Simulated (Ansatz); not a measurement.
Crystal: SnO2 (Cassiterite).

```xyz
6
Lattice="4.7380 0.0000 0.0000 0.0000 4.7380 0.0000 0.0000 0.0000 3.1865" Properties=species:S:1:pos:R:3 pbc="T T T"
Sn    2.3690    2.3690    1.5933
Sn    0.0000    0.0000    0.0000
O     3.8240    0.9140    1.5933
O     3.2830    3.2830    0.0000
O     0.9140    3.8240    1.5933
O     1.4550    1.4550    0.0000
```

Below is the output of Ansatz 0.2.0 for this cell. Logs are shortened: lines on timing, memory, paths and dates and some standing lists are left out, and cuts for length are marked.

```text
Warning: RAYON_NUM_THREADS=2 ignored (pool sized by the plan → 2); use --threads N
Engine: ansatz 0.2.0, aarch64-unknown-linux-gnu
Pseudopotentials: kind: nc
Pseudopotential: Sn, nc, valence charge 14, recommended cutoff 979.609905 eV (normal), Sn.nc.azcp (PseudoDojo's, or run here from an input of PseudoDojo's; its table is named by hamiltonian.pseudopotentials.accuracy)
Pseudopotential: O, nc, valence charge 6, recommended cutoff 1142.878222 eV (normal), O.nc.azcp (PseudoDojo's, or run here from an input of PseudoDojo's; its table is named by hamiltonian.pseudopotentials.accuracy)
Functional definition: PBE
  parameter kappa = 0.804
  parameter beta = 0.06672455060314922
  exchange = pbe_x(kappa = kappa, mu = beta*pi^2/3)
  correlation = pbe_c(beta = beta)
Crystal: 6 atoms, lattice volume = 71.533 Å³
Basis set: ecut = 1142.878222 eV, 6273 PW (Γ), exchange–correlation on 108×108×72 points (8 copies of the dense FFT grid, shifted against one another)
Bands: 32, of which v1, the nominal top of the filled ones, is band 26 counted from 1 (25 counted from 0)
Symmetry: 16 space group operations
Space group: P42/mnm (ITA 136), of the structure as read, at distance tolerance 4.2e-5 Å
k-points: 50 of 288
Non-local potential: Sn, projectors of the file, l = 0: 2, l = 1: 2, l = 2: 2, l = 3: 2
Non-local potential: O, projectors of the file, l = 0: 2, l = 1: 2, l = 2: 1
Initial density: superposition of atomic densities (chi_scale 0.1, normalization cell, long waves kept (reshape's long-wave potential 0.00 eV rms))
Initial wavefunctions: pseudopotential atomic-orbital guess
Functional: x = pbe(κ = 0.804, μ = 0.2195149727645171), c = pbe(β = 0.06672455060314922)
[... 85 lines left out ...]
  E_local      = -3050.306156  (includes V_loc(G=0)·N_el)
  E_nonlocal   = -2450.332161
  E_hartree    = 1377.249624
  E_xc         = -1663.092030
  E_vxc        = -1200.733465  (∫ρ·V_xc dr)
  E_ewald      = -4109.938840
  E_smearing   = -0.000008  (= −TS)
  E_closure    = 0.000000  (closes the sum)
  Σ components = -6091.554105   (vs F -6091.554105, Δ=0.00e0)
--- Forces (eV/Å), atoms counted from 1 ---
  atom   1  Sn    -0.00000000     0.00000000     0.00000000
  atom   2  Sn     0.00000000    -0.00000000    -0.00000000
  atom   3  O     -0.00006809     0.00006809     0.00000000
  atom   4  O      0.00006809     0.00006809    -0.00000000
  atom   5  O      0.00006809    -0.00006809    -0.00000000
  atom   6  O     -0.00006809    -0.00006809     0.00000000
  max |Σ_I F_I| component: 3.47e-18 eV/Å
--- Stress (GPa, compression-positive) ---
        0.000343      -0.000000       0.000000
       -0.000000       0.000343       0.000000
        0.000000       0.000000       0.000146
  P = ⅓ Tr σ = 0.0003 GPa (0.003 kbar)
--- Band table (eV; the first three rows and the last of 50) ---
  k-point 0: bands = ["-12.0533", "-11.4153", "-11.2101", "-11.1807", "-11.1807", "-11.1002", "-11.0787", "-11.0103", "-10.9963", "-10.9963", "-9.6294", "-7.9075", "-7.9075", "-6.4000", "1.0298", "5.0900", "5.0900", "5.2043", "6.0991", "6.9966", "7.0036", "7.7246", "7.7246", "8.2493", "8.2493", "8.9945", "9.6778", "14.6693", "15.0706", "15.0706", "19.1027", "19.2281"]
  k-point 1: bands = ["-11.9883", "-11.3478", "-11.2972", "-11.2972", "-11.1870", "-11.1099", "-11.0738", "-11.0132", "-11.0132", "-11.0106", "-9.5436", "-7.7052", "-7.7052", "-6.5027", "1.0287", "5.0707", "5.2233", "5.2233", "5.9880", "6.1975", "6.8665", "7.1936", "7.1936", "8.2726", "8.2726", "8.8765", "10.6804", "14.9422", "15.6892", "15.6892", "18.1577", "20.1371"]
  k-point 2: bands = ["-11.8183", "-11.5452", "-11.5452", "-11.2299", "-11.1253", "-11.1141", "-11.0608", "-11.0457", "-11.0457", "-11.0126", "-9.2607", "-7.2467", "-7.2467", "-6.8249", "1.0751", "4.4160", "4.8819", "5.5372", "5.5372", "6.2415", "6.2415", "6.4357", "6.4833", "8.1790", "8.1790", "8.5409", "12.2543", "15.3209", "17.0564", "17.0564", "17.5404", "20.2296"]
  k-point 49: bands = ["-11.8455", "-11.8455", "-11.4253", "-11.4253", "-11.0898", "-11.0898", "-11.0241", "-11.0241", "-10.9959", "-10.9959", "-7.9148", "-7.9148", "-6.7012", "-6.7012", "1.2482", "1.2482", "4.2160", "4.2160", "6.4684", "6.4684", "6.5539", "6.5539", "8.0755", "8.0755", "8.2173", "8.2173", "13.3382", "13.3382", "17.6195", "17.6195", "19.5413", "19.5413"]
--- Relaxed structure (5 steps of the walk, 5 accepted, 2 SCFs on fresh bases) ---
  F+E_penalty+E_count = -6091.55410523 eV   max|allowed force component| = 6.809e-5 eV/Å   (the final SCF, on the basis selected at the relaxed cell)
  cell:  # Å, volume = 75.3994 Å³
    - [4.825206101416377, -1.401353553937726e-33, -1.0991008722395226e-33]
    - [3.572077686507929e-34, 4.825206101416377, -6.594604959706946e-34]
    - [-5.913525345555443e-34, -4.435143246962048e-34, 3.2384418810718287]
  atoms:
    - { symbol: Sn, position: [0.5000000000000001, 0.5000000000000001, 0.5000000000000001] }
    - { symbol: Sn, position: [-3.0510825171957743e-20, 1.9069265732473356e-21, -1.934010686242194e-34] }
    - { symbol: O, position: [0.8066102266658154, 0.19338977333418467, 0.5000000000000001] }
    - { symbol: O, position: [0.6933897733341846, 0.6933897733341846, 3.685047882475265e-34] }
    - { symbol: O, position: [0.19338977333418467, 0.8066102266658154, 0.5000000000000001] }
    - { symbol: O, position: [0.30661022666581533, 0.30661022666581533, 1.4185367319747913e-34] }
```

Task: Write the input and the command behind it.

Result: Relaxation of cell and atoms with PBE, no spin polarisation. The files as run (others can give the same):

input.yaml
```yaml
crystal:
  lattice:
    - [4.738, 0.0, 0.0]
    - [0.0, 4.738, 0.0]
    - [0.0, 0.0, 3.1865]
  atoms:
    - { symbol: Sn, position: [0.5, 0.5, 0.5] }
    - { symbol: Sn, position: [0.0, 0.0, 0.0] }
    - { symbol: O, position: [0.8071, 0.1929, 0.5] }
    - { symbol: O, position: [0.6929, 0.6929, 0.0] }
    - { symbol: O, position: [0.1929, 0.8071, 0.5] }
    - { symbol: O, position: [0.3071, 0.3071, 0.0] }
hamiltonian:
  xc: pbe
  pseudopotentials: { kind: nc, accuracy: standard }
kpoints:
  mp_grid: { grid: [6, 6, 8] }
scf:
  occupations: { method: fermi_dirac, width: 0.05 }
output:
  forces: true
  stress: true
  eigenvalues: true
relax:
  f_tol: 0.01
  max_steps: 40
  cell: { stress_tol: 0.05 }
```

Potentials or basis: PseudoDojo standard (PBE files).
Launch:
```console
$ ansatz run input.yaml --threads 2 --pin off --max-ram 5632MiB --backend cpu --events-out ev --progress --plain --runs-dir out
```

Caveat: the plane-wave basis is chosen anew once the cell has moved, so the energies of steps on either side of that aren't comparable; spin-orbit coupling is left out, which moves the levels of the heavy elements.
